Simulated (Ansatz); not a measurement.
ZnS: a prediction, then the measurements

Computed with DFT PBE, scalar-relativistic, plane waves, PAW (Ansatz).

Settings: cutoff 420 eV, Γ-centred mesh 12×12×4 on the computed 8-atom cell, Gaussian smearing of 0.02 eV; no spin polarisation.

Relaxed structure, symmetry kept:

```cif
data_structure
_symmetry_space_group_name_H-M 'P6_3mc'
_symmetry_Int_Tables_number 186
_cell_length_a 3.8467
_cell_length_b 3.8467
_cell_length_c 12.5902
_cell_angle_alpha 90.000
_cell_angle_beta 90.000
_cell_angle_gamma 120.000
_cell_volume 161.34
loop_
_atom_site_label
_atom_site_type_symbol
_atom_site_symmetry_multiplicity
_atom_site_Wyckoff_symbol
_atom_site_fract_x
_atom_site_fract_y
_atom_site_fract_z
_atom_site_occupancy
Zn1 Zn 2 a 0.00000 0.00000 0.00005 1
Zn2 Zn 2 b 0.33333 0.66667 0.25002 1
S1 S 2 a 0.00000 0.00000 0.18729 1
S2 S 2 b 0.33333 0.66667 0.43764 1
```

```
Space group                                                                                                                                 : P6_3mc (No. 186)
Volume per atom                                                                                                                             : 136.1 bohr³
Formation energy from the elements' standard states (uncorrected)                                                                           : -0.821 eV/atom
Kohn–Sham band gap                                                                                                                          : 2.05 eV, direct at Γ
Löwdin character of the top 1 eV of the valence band                                                                                        : S 3p 88 %, Zn 3d 9 %
Löwdin character of the lowest 1 eV of the conduction band                                                                                  : Zn 4s 57 %, S 3s 26 %, S 3p 15 %
Electron masses at the edge by Cartesian direction of the standard setting (m_e; degenerate bands sorted by energy; no spin-orbit coupling) : x: 0.17; y: 0.17; z: 0.16
Hole masses at the edge by Cartesian direction of the standard setting (m_e; degenerate bands sorted by energy; no spin-orbit coupling)     : x: 1.6, 0.17; y: 1.7, 0.17; z: 1.6, 1.6
Bulk modulus                                                                                                                                : 69 GPa
Its pressure derivative                                                                                                                     : 4.4
Bader charges (e)                                                                                                                           : Zn (2 in the cell) 0.89, Zn (2 in the cell) 0.89, S (2 in the cell) -0.89, S (2 in the cell) -0.89
```

**What was measured.**

A printed reference work, data compilation reports, for a bulk crystal of ZnS at 300 K: lattice constant c 6.2576 Å.

From a printed reference work, monograph, for a bulk crystal of ZnS at 4 K: band gap 3.911 eV (direct).

Measured lattice constant c of ZnS: 6.2576 Å (300 K; a printed reference work, data compilation). This calculation gives 12.590 Å (+101.2 %). So large a difference can come from the functional (as between layers that it hardly binds), but also from another choice of axes, another phase or a misread value. The measured c of this compound is far from this cell's, so the row may belong to another stacking. The calculation is for 0 K without zero-point motion. Measured band gap of ZnS: 3.911 eV (direct; 4 K; a printed reference work, monograph). This calculation gives 2.05 eV (-1.86 eV). Kohn–Sham gaps of semilocal functionals fall short of measured ones as a rule.